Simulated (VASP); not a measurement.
# InP (F-43m) in VASP: further runs

The runs below take InP through relaxation of cell and atoms, single point, with LDA.

All numbers are computed with VASP 6.6.1; they aren't measurements. Logs are shortened: lines on timing, memory, paths and dates and some standing lists are left out, and cuts for length are marked.

**Experimental background.**

From a printed reference work, data compilation, for a bulk crystal of InP at 1.6 K: band gap 1.4236 eV (direct).

How close the calculation comes is told below.

### Step 1. The cell of the first run

The structure is cubic, space group F-43m (No. 216). Conventional cell: a = 5.861 Å, b = 5.861 Å, c = 5.861 Å, α = 90.00°, β = 90.00°, γ = 90.00°. In (site symmetry -43m) has 4 P at 2.54 Å within 3.3 Å. P (site symmetry -43m) has 4 In at 2.54 Å within 3.3 Å.

### Step 2. Relaxation of cell and atoms, LDA

Input file INCAR:

```
ALGO = Normal
EDIFF = 1E-6
EDIFFG = -0.002
ENCUT = 600
GGA = CA
IBRION = 2
ISIF = 3
ISMEAR = -1
LASPH = True
LCHARG = False
LREAL = False
LWAVE = False
NELM = 100
NSW = 100
PREC = Accurate
SIGMA = 0.1
```

Input file KPOINTS:

```
k-points
0
Gamma
  12 12 12
```

Input file POSCAR:

```
InP
1.0
    0.0000000000      2.9305000000      2.9305000000
    2.9305000000      0.0000000000      2.9305000000
    2.9305000000      2.9305000000      0.0000000000
In P
1 1
Direct
    0.0000000000      0.0000000000      0.0000000000
    0.7500000000      0.7500000000      0.7500000000
```

Potentials or basis: VASP PAW LDA potentials, release 64 (In_d, P).

The run is started by

```sh
$ cat potpaw_LDA.64/In_d/POTCAR potpaw_LDA.64/P/POTCAR > POTCAR
$ mpirun -np 1 vasp_std > vasp.out
```

OUTCAR:

```text
EDIFF = 1E-6
   EDIFFG = -0.002
   ENCUT = 600
   GGA = CA
   IBRION = 2
   ISIF = 3
   ISMEAR = -1
   LASPH = True
   LREAL = False
   NELM = 100
   NSW = 100
   PREC = Accurate

 ion  position               nearest neighbor table
   1  0.000  0.000  0.000-   2 2.54   2 2.54   2 2.54   2 2.54
   2  0.750  0.750  0.750-   1 2.54   1 2.54   1 2.54   1 2.54

  LATTYP: Found a face centered cubic cell.
 ALAT       =     5.8610000000

  Lattice vectors:

 A1 = (   0.0000000000,   2.9305000000,   2.9305000000)
 A2 = (   2.9305000000,   0.0000000000,   2.9305000000)
 A3 = (   2.9305000000,   2.9305000000,   0.0000000000)

Analysis of symmetry for initial positions (statically):
=====================================================================
 Subroutine PRICEL returns:
 Original cell was already a primitive cell.

 Routine SETGRP: Setting up the symmetry group for a
 face centered cubic supercell.

 Subroutine GETGRP returns: Found 24 space group operations
 (whereof 24 operations were pure point group operations)
 out of a pool of 48 trial point group operations.

The static configuration has the point symmetry T_d .

Analysis of symmetry for dynamics (positions and initial velocities):
=====================================================================
 Subroutine PRICEL returns:
 Original cell was already a primitive cell.

 Routine SETGRP: Setting up the symmetry group for a
 face centered cubic supercell.

 Subroutine GETGRP returns: Found 24 space group operations
 (whereof 24 operations were pure point group operations)
 out of a pool of 48 trial point group operations.

The dynamic configuration has the point symmetry T_d .

 Subroutine INISYM returns: Found 24 space group operations
 (whereof 24 operations are pure point group operations),
 and found     1 'primitive' translations

----------------------------------------------------------------------------------------

                                     Primitive cell

  volume of cell :      50.3333

  direct lattice vectors                    reciprocal lattice vectors
     0.000000000  2.930500000  2.930500000    -0.170619348  0.170619348  0.170619348
     2.930500000  0.000000000  2.930500000     0.170619348 -0.170619348  0.170619348
     2.930500000  2.930500000  0.000000000     0.170619348  0.170619348 -0.170619348

  length of vectors
     4.144352845  4.144352845  4.144352845     0.295521380  0.295521380  0.295521380

  position of ions in fractional coordinates (direct lattice)
     0.000000000  0.000000000  0.000000000
     0.750000000  0.750000000  0.750000000

  ion indices of the primitive-cell ions
   primitive index   ion index
                 1           1
                 2           2

----------------------------------------------------------------------------------------

 KPOINTS: k-points

Automatic generation of k-mesh.
 Grid dimensions read from file:
 generate k-points for:   12   12   12

 Generating k-lattice:

  Cartesian coordinates                     Fractional coordinates (reciprocal lattice)
    -0.014218279  0.014218279  0.014218279     0.083333333  0.000000000  0.000000000
     0.014218279 -0.014218279  0.014218279     0.000000000  0.083333333  0.000000000
     0.014218279  0.014218279 -0.014218279     0.000000000  0.000000000  0.083333333

  Length of vectors
     0.024626782  0.024626782  0.024626782

  Shift w.r.t. Gamma in fractional coordinates (k-lattice)
     0.000000000  0.000000000  0.000000000

 Subroutine IBZKPT returns following result:
 ===========================================

 Found     72 irreducible k-points:

 Following reciprocal coordinates:
            Coordinates               Weight
  0.000000  0.000000  0.000000      1.000000
  0.083333  0.000000  0.000000      8.000000
  0.166667  0.000000  0.000000      8.000000
  0.250000  0.000000  0.000000      8.000000
  0.333333  0.000000  0.000000      8.000000
  0.416667  0.000000  0.000000      8.000000
[... 16 lines left out ...]
  0.500000  0.166667  0.000000     24.000000
 -0.416667  0.166667  0.000000     24.000000
 [... further k-points ...]
   k-points           NKPTS =     72   k-points in BZ     NKDIM =     72   number of bands    NBANDS=     13
   number of dos      NEDOS =    301   number of ions     NIONS =      2
   total plane-waves  NPLWV =  46656
   dimension x,y,z NGX =    36 NGY =   36 NGZ =   36
   dimension x,y,z NGXF=    72 NGYF=   72 NGZF=   72
   ions per type =               1   1
   NGX,Y,Z   is equivalent  to a cutoff of  14.44, 14.44, 14.44 a.u.
   NGXF,Y,Z  is equivalent  to a cutoff of  28.88, 28.88, 28.88 a.u.
 SYSTEM =  unknown system
   PREC   = accura    normal or accurate (medium, high low for compatibility)
   ISTART =      0    job   : 0-new  1-cont  2-samecut
   ICHARG =      2    charge: 1-file 2-atom 10-const
   ISPIN  =      1    spin polarized calculation?
   LNONCOLLINEAR =      F non collinear calculations
   LSORBIT =      F    spin-orbit coupling
   LASPH  =      T    aspherical Exc in radial PAW
   ENCUT  =  600.0 eV  44.10 Ry    6.64 a.u.   8.28  8.28  8.28*2*pi/ulx,y,z
   NELM   =    100;   NELMIN=  2; NELMDL= -5     # of ELM steps
   EDIFF  = 0.1E-05   stopping-criterion for ELM
   LREAL  =      F    real-space projection
   EDIFFG = -.2E-02   stopping-criterion for IOM
   NSW    =    100    number of steps for IOM
   IBRION =      2    ionic relax: 0-MD 1-quasi-New 2-CG
   NFREE  =      1    steps in history (QN), initial steepest desc. (CG)
   ISIF   =      3    stress and relaxation
   ISYM   =      2    0-nonsym 1-usesym 2-fastsym
   POTIM  = 0.5000    time-step for ionic-motion
   TEBEG  =    0.0;   TEEND  =   0.0 temperature during run
   PSTRESS=    0.0 pullay stress
   NELECT =      18.0000    total number of electrons
   NUPDOWN=      -1.0000    fix difference up-down
   EMIN   =  10.00;   EMAX   =-10.00  energy-range for DOS
   EFERMI =   0.00;   METHOD = LEGACY
   ISMEAR =    -1;   SIGMA  =   0.10  broadening in eV -4-tet -1-fermi 0-gaus
   EFERMI_NEDOS =   21; number of points for ismear=-14 and -15
   IALGO  =     38    algorithm
   IMIX   =      4    mixing-type and parameters
     AMIX     =   0.40;   BMIX     =  1.00
     AMIX_MAG =   1.60;   BMIX_MAG =  1.00
  volume/ion in A,a.u.               =      25.17       169.83
  Fermi-wavevector in a.u.,A,eV,Ry     =   1.162021  2.195901 18.371846  1.350293
  Thomas-Fermi vector in A             =   2.298587
   LORBIT       =      0    0 simple, 1 ext, 2 COOP (PROOUT), +10 PAW based schemes
   GGA     = CA    functional components
   LHFCALC =     F    Hartree Fock is set to
   AEXX    =    0.0000 exact exchange contribution
   IVDW    =     0    specifies the selected vdW correction
   LEPSILON=     F    determine dielectric tensor
   LRPA    =     F    only Hartree local field effects (RPA)
 conjugate gradient relaxation of ions
 non-spin polarized calculation
  energy-cutoff  :      600.00
  volume of cell :       50.33
 maximum number of plane-waves:      1700
 NGX is ok and might be reduce to    36
   NGX = 17   NGY = 17   NGZ = 17

--------------------------------------- Ionic step        1  -------------------------------------------

 number of electron      17.9999998 magnetization

 Free energy of the ion-electron system (eV)
  ---------------------------------------------------
  ext. energy  EPLUGINS =         0.00000000
  ---------------------------------------------------
  free energy    TOTEN  =        -9.67193169 eV

  energy without entropy =       -9.67164928  energy(sigma->0) =       -9.67179049

------------------------ aborting loop because EDIFF is reached ----------------------------------------

  FORCE on cell =-STRESS in cart. coord.  units (eV):
  Direction    XX          YY          ZZ          XY          YZ          ZX
  --------------------------------------------------------------------------------------
  -------------------------------------------------------------------------------------
  Total       -0.3587947     -0.3587947     -0.3587947      0.0000000      0.0000000      0.0000000
  in kB      -11.4209281    -11.4209281    -11.4209281      0.0000000      0.0000000      0.0000000
  external PRESSURE =     -11.4209281 kB  Pullay stress =       0.0000000 kB
[... 89 lines left out ...]
  FREE ENERGIE OF THE ION-ELECTRON SYSTEM (eV)
  ---------------------------------------------------
  free  energy   TOTEN  =        -9.6748852254 eV

  energy  without entropy=       -9.6746778787  energy(sigma->0) =       -9.67478155

[... ionic steps 4 to 11 ...]

--------------------------------------- Ionic step       12  -------------------------------------------

 number of electron      18.0000001 magnetization

------------------------ aborting loop because EDIFF is reached ----------------------------------------
[... 67 lines left out ...]
--------------------------------------- Ionic step       14  -------------------------------------------

 number of electron      18.0000001 magnetization

 Free energy of the ion-electron system (eV)
  ---------------------------------------------------
  ext. energy  EPLUGINS =         0.00000000
  ---------------------------------------------------
  free energy    TOTEN  =        -9.67488503 eV

  energy without entropy =       -9.67467731  energy(sigma->0) =       -9.67478117

 E-fermi :   5.6408     XC(G=0):  -9.6817

 val. band max:        5.1899221372   @ k =   0.0000   0.0000   0.0000
 cond. band min:       5.7898583410   @ k =   0.0000   0.0000   0.0000
 fundamental gap:      0.5999362037
 Fermi energy:         5.6408482623

 k-point     1 :       0.0000    0.0000    0.0000
  band No.  band energies     occupation
      1      -9.0307      2.00000
      2      -9.0307      2.00000
      3      -9.0307      2.00000
      4      -8.8672      2.00000
      5      -8.8672      2.00000
      6      -6.4690      2.00000
      7       5.1899      1.97823
      8       5.1899      1.97823
      9       5.1899      1.97823
     10       5.7899      0.36781
     11       9.1534      0.00000
     12       9.1534      0.00000
     13       9.1534      0.00000
[... 354 lines left out ...]
  band No.  band energies     occupation
      1      -9.1643      2.00000
      2      -8.9817      2.00000
      3      -8.9714      2.00000
      4      -8.8646      2.00000
      5      -8.8558      2.00000
      6      -4.4787      2.00000
      7      -0.5497      2.00000
      8       2.7521      2.00000
      9       3.8848      2.00000
     10       7.7088      0.00000
     11       9.5392      0.00000
     12      10.6384      0.00000
     13      12.1838      0.00000

 [... further k-points ...]

------------------------ aborting loop because EDIFF is reached ----------------------------------------

  FORCE on cell =-STRESS in cart. coord.  units (eV):
  Direction    XX          YY          ZZ          XY          YZ          ZX
  --------------------------------------------------------------------------------------
  -------------------------------------------------------------------------------------
  Total       -0.0023455     -0.0023455     -0.0023455      0.0000000     -0.0000000      0.0000000
  in kB       -0.0758928     -0.0758928     -0.0758928      0.0000000     -0.0000000      0.0000000
  external PRESSURE =      -0.0758928 kB  Pullay stress =       0.0000000 kB
[... 17 lines left out ...]
  FREE ENERGIE OF THE ION-ELECTRON SYSTEM (eV)
  ---------------------------------------------------
  free  energy   TOTEN  =        -9.6748850302 eV

  energy  without entropy=       -9.6746773075  energy(sigma->0) =       -9.67478117

 reached required accuracy - stopping structural energy minimisation
```

Run time: 2.6 min. Hardware: 1 thread of Intel Xeon Platinum 8488C (Sapphire Rapids), shared host; peak memory 0.22 GiB.

What came out:

```yaml
Free_energy: -9.6749 eV
Relaxed_volume: 24.76 Å³/atom
Relaxed_cell: a = 4.122 Å, b = 4.122 Å, c = 4.122 Å, α = 60.00°, β = 60.00°, γ = 60.00°
Space_group_after_relaxing_to_0.05_Å: F-43m (No. 216)
Energy_gained_by_relaxing: 1.5 meV/atom
Ionic_steps: 14
Pressure_after_relaxing: 0.0 GPa
Band_gap_on_the_k_mesh: 0.60 eV, direct
```

The path:
```csv
step,energy change (eV),largest force (eV/Å),pressure (GPa),volume (Å³)
1,0.0000,0.0000,-1.14,50.33
2,-0.0019,0.0000,0.71,49.04
3,-0.0030,0.0000,0.01,49.51
4,-0.0030,0.0000,-0.03,49.53
5,-0.0030,0.0000,-0.03,49.53
6,-0.0030,0.0000,-0.04,49.52
7,-0.0030,0.0000,-0.03,49.52
8,-0.0030,0.0000,-0.02,49.52
9,-0.0030,0.0000,-0.02,49.52
10,-0.0030,0.0000,-0.02,49.52
11,-0.0030,0.0000,-0.02,49.52
12,-0.0030,0.0000,-0.03,49.52
13,-0.0030,0.0000,-0.03,49.52
14,-0.0030,0.0000,-0.01,49.52
```

Final structure:
```xyz
2
Lattice="0.0000 2.9146 2.9146 2.9146 0.0000 2.9146 2.9146 2.9146 0.0000" Properties=species:S:1:pos:R:3 pbc="T T T"
In    0.0000    0.0000    0.0000
P     4.3718    4.3718    4.3718
```

Caveat: spin-orbit coupling is left out, which moves the levels of the heavy elements.

### Step 3. Single point, LDA

This run uses another cell than the first one, of 24.37 Å³/atom, 0.968 times its volume.

Input file INCAR:

```
ALGO     = Normal         # electronic algorithm
EDIFF    = 1E-6           # SCF threshold, eV
ENCUT    = 500            # plane-wave cutoff, eV
GGA      = CA             # functional
GGA_COMPAT= False        
ISIF     = 2              # what is computed and relaxed
ISMEAR   = 0              # smearing method
LASPH    = True           # aspherical terms in the spheres
LCHARG   = False          # write CHGCAR
LREAL    = False          # projectors in reciprocal space
LWAVE    = False          # write WAVECAR
NBANDS   = 16             # bands
NELM     = 120            # most SCF steps
PREC     = Accurate       # precision mode
SIGMA    = 0.01           # smearing width, eV
```

Input file KPOINTS:

```
k-points
0
Gamma
  8 8 8
```

Input file POSCAR:

```
InP
1.0
    0.0000000000      2.8990910914      2.8990910914
    2.8990910914      0.0000000000      2.8990910914
    2.8990910914      2.8990910914      0.0000000000
In P
1 1
Direct
    0.0000000000      0.0000000000      0.0000000000
    0.7500000000      0.7500000000      0.7500000000
```

Potentials or basis: VASP PAW LDA potentials, release 64 (In_d, P).

The run is started by

```sh
$ cat potpaw_LDA.64/In_d/POTCAR potpaw_LDA.64/P/POTCAR > POTCAR
$ mpirun -np 1 vasp_std > vasp.out
```

Run time: 19 s. Hardware: 1 thread of Intel Xeon Platinum 8259CL at 2.50GHz (Skylake/Cascade Lake), shared host; peak memory 0.15 GiB.

It converged, with:

- Free energy: -9.6693 eV
- Pressure: 1.1 GPa
- Band gap on the k mesh: 0.69 eV, direct

Levels at points of the mesh, in eV from the valence-band top:
```tsv
k point	band 5	band 6	band 7	band 8	band 9	band 10	band 11	band 12	band 13	band 14
(0.00, 0.00, 0.00)	-14.09	-11.77	0.00	0.00	0.00	0.69	3.96	3.96	3.96	8.44
(0.50, 0.00, 0.00)	-14.07	-9.91	-6.01	-1.04	-1.04	1.40	4.71	4.71	6.95	9.39
(0.50, 0.50, 0.00)	-14.05	-9.20	-6.00	-2.47	-2.47	1.54	2.12	9.20	9.65	9.65
```

Caveat: spin-orbit coupling is left out, which moves the levels of the heavy elements.

### Step 4. Comparison with measurements

Step 3. Against the measured gap of InP, 1.4236 eV (direct; 1.6 K; a printed reference work, data compilation), the calculated 0.69 eV is off by -0.74 eV. Spin-orbit coupling on In is left out. The value is that of LDA, without temperature or zero-point motion. Semilocal functionals fall short of measured gaps as a rule.
